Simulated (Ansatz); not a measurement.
**What internal relaxation does to the elastic constants of Al2Ru**

Computed with DFT PBEsol, scalar-relativistic, plane waves, PAW in Ansatz 0.2.0. Plane waves to 420 eV; Γ-centred k mesh 10×10×10; Gaussian smearing of 0.01 eV. No spin polarisation.

Relaxed structure:
```
CELL_PARAMETERS angstrom
0.00000 3.98782 4.38497
2.35063 0.00000 4.38497
2.35063 3.98782 0.00000
ATOMIC_POSITIONS crystal
Al 0.07893 0.42107 0.07893
Al 0.42107 0.07893 0.42107
Al 0.17107 0.82893 0.17107
Al 0.82893 0.17107 0.82893
Ru 0.75000 0.75000 0.75000
Ru 0.50000 0.50000 0.50000
```

Clamped-ion constants (GPa, Voigt order; atoms follow the strain homogeneously):
C11 = 376.4, C12 = 75.4, C13 = 102.3, C22 = 335.7, C23 = 87.1, C33 = 391.6, C44 = 102.2, C55 = 159.1, C66 = 120.9 GPa; the others vanish.

Question: What are the constants once the atoms relax in each strained cell?

Answer:
```
356.1  75.0 108.1   0.0   0.0   0.0
 74.9 335.7  87.3   0.0   0.0   0.0
108.1  87.2 390.0   0.0   0.0   0.0
  0.0   0.0   0.0  71.5   0.0   0.0
  0.0   0.0   0.0   0.0 122.6   0.0
  0.0   0.0   0.0   0.0   0.0 102.4
```
The Voigt shear modulus goes from 132.4 to 113.4 GPa and the Voigt bulk modulus from 181.5 to 180.3 GPa. Relaxation subtracts ΛᵀK⁻¹Λ/V, with Λ the forces that a strain puts on the atoms and K the zone-centre force constants. At a stable cell this can only lower the diagonal constants, and it acts only for strains that share their symmetry with an optical mode; elsewhere, and where the coupling is weak, the constants hardly move.

Cost: 2 runs of about 31 core-minutes in all, on Arm Neoverse V2 (shared hosts).